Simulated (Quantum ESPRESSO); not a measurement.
FeO (Wuestite):

```
Fe O
1.0
     0.00000    2.15540    2.15540
     2.15540    0.00000    2.15540
     2.15540    2.15540    0.00000
Fe O
1 1
Direct
  0.00000 0.00000 0.00000
  0.50000 0.50000 0.50000
```

Base run:

```yaml
Program: Quantum ESPRESSO 7.5
Functional: PBE
Potentials_or_basis: JTH 2.0 PBE
Cutoff: 735 eV
Density_cutoff: 4408 eV
k_mesh: 11 × 11 × 11
Occupations: fermi-dirac, width 0.05 eV
Spin: collinear spin, ferromagnetic start
Starting_moments: "[3.0, 0.0] μB"
```

Its results: band gap on the k mesh none (metal or under the smearing width); pressure 0.1 GPa; net moment 4.00 μB per cell; site moments Fe +3.45; O +0.32 μB.

The run is repeated on the same cell with these changes: potentials or basis from JTH 2.0 PBE to Ansatz NC SR PBE; cutoff from 735 eV to 1238 eV; density cutoff from 4408 eV to 4952 eV. What comes out?

Band gap on the k mesh none (metal or under the smearing width); pressure -0.7 GPa; net moment 4.00 μB per cell; site moments Fe +3.45; O +0.33 μB.

Caveats: a cell with one magnetic atom can't hold antiferromagnetic order, which such compounds often take; semilocal functionals often make such compounds metallic where correlation or magnetic order opens a gap, which also shifts bond lengths.
